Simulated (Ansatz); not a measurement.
## How Mo stores the work of compression

Computed with DFT PBEsol, scalar-relativistic, plane waves, PAW (Ansatz). Settings: 420 eV cutoff, 18×18×18 k-mesh, Gaussian smearing of 0.10 eV, no spin polarisation.

Starting point, cell and atoms relaxed:

```xyz
1
Lattice="-1.5647 1.5647 1.5647 1.5647 -1.5647 1.5647 1.5647 1.5647 -1.5647" Properties=species:S:1:pos:R:3 pbc="T T T"
Mo    0.0000    0.0000    0.0000
```

Cell and atoms were relaxed at each target pressure within the start's symmetry (Im-3m), at zero temperature; other phases can be more stable under pressure. H = E + PV with P the target; E is the free energy at the smearing used, whose derivative the pressure is, per atom and counted from zero pressure.

| P (GPa) | V (Å³/atom) | E − E0 (meV) | H − H0 (meV) |
| --- | --- | --- | --- |
| 0 | 15.322 | 0.0 | 0.0 |
| 2 | 15.215 | 0.7 | 190.6 |
| 5 | 15.060 | 4.1 | 474.0 |
| 10 | 14.823 | 15.1 | 940.3 |
| 20 | 14.399 | 54.6 | 1851.9 |
| 40 | 13.699 | 183.8 | 3604.0 |

Task: Thermodynamics gives dH/dP = V along a relaxed path. Integrate V over P by the trapezoid rule and compare with the computed enthalpies.

Result: With 1 eV/Å³ = 160.22 GPa, each step adds the mean volume times ΔP / 160.22:
```
P (GPa)  ∫V dP (meV) H − H0 (meV) difference (meV)
      2        190.6         190.6               0.0
      5        474.0         474.0               0.0
     10        940.3         940.3               0.0
     20       1852.3        1851.9               0.3
     40       3606.0        3604.0               2.0
```

V(P) curves upward, so the trapezoid rule runs high; integrating a smooth curve through the same points (P as a polynomial of degree 4 in ln V) puts that excess at about 2.3 meV at 40 GPa, against the 2.0 meV found.

Task: At 40 GPa, how much of the enthalpy change is stored energy and how much is the PV term?

Result: E rises by 184 meV/atom and PV is 40 × 13.699 / 160.22 = 3420 meV/atom, so PV makes 95 % of ΔH. So between rival structures at high pressure a small difference in volume can outweigh the difference in energy: 1 % of this volume is worth 34.2 meV/atom at this pressure.

Task: What bulk modulus do the lowest pressures give?

Result: From the pressures that the runs reached, -2.00 GPa (15.433 Å³) and 2.00 GPa (15.215 Å³), B = −ΔP/Δln V = 4.00 / 0.0142 = 281 GPa, a mean over that range.

The stored energy is small because it starts at second order in pressure, while the PV term is first order. Its growth falls increasingly short of quadratic towards 40 GPa, as the lattice stiffens and each further increment of pressure removes less volume. Molybdenum's strong resistance to compression stems from its nearly half-filled d band: bonding states are largely occupied and antibonding ones largely empty, which gives strong cohesion and a small equilibrium volume. Squeezing the metal further widens the d band, but the kinetic-energy cost of confining the electrons and the repulsion between overlapping shells rise faster than the bonding gain.

The bulk modulus of 281 GPa lies somewhat above the measured room-temperature value, probably because the functional binds the metal slightly too tightly and thermal softening is absent. The match between integrated volumes and enthalpies shows that energies and pressures are mutually consistent, but it doesn't test the equation of state against the real metal.
